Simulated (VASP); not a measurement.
C, 2 atoms in the cell. The structure is cubic, space group Fd-3m (No. 227). The conventional cell has a = 3.567 Å, b = 3.567 Å, c = 3.567 Å, α = 90.00°, β = 90.00°, γ = 90.00°. C (site symmetry -43m) is surrounded by 4 C at 1.54 Å. This isn't the form of C at room conditions, which is graphite.

```yaml
Program: VASP 6.6.1
Task: relaxation of cell and atoms
Functional: PBE
Potentials_or_basis: VASP PAW PBE potentials, release 64 (C)
Cutoff: 520 eV
k_mesh: 14 × 14 × 14
Occupations: gaussian, width 0.02 eV
Spin: no spin polarisation
Further_INCAR_settings: ALGO = Normal; EDIFF = 1e-07; IBRION = 2; EDIFFG = -0.002; NSW = 80; ISIF = 3
```

Potentials or basis: VASP PAW PBE potentials, release 64 (C).

Command:

```sh
$ cat potpaw_PBE.64/C/POTCAR > POTCAR
$ mpirun -np 4 vasp_std > vasp.out
```

Hardware: 4 MPI ranks on Intel(R) Xeon(R) Platinum 8488C (Sapphire Rapids), with other jobs on the host.

Task: Estimate the wall time of this run.

Result: Run time: 9.1 s on 4 MPI ranks on Intel(R) Xeon(R) Platinum 8488C (Sapphire Rapids), with other jobs on the host, peak memory 0.1 GiB a rank. Counts: scf iterations 22, k points 104, ion steps 3.
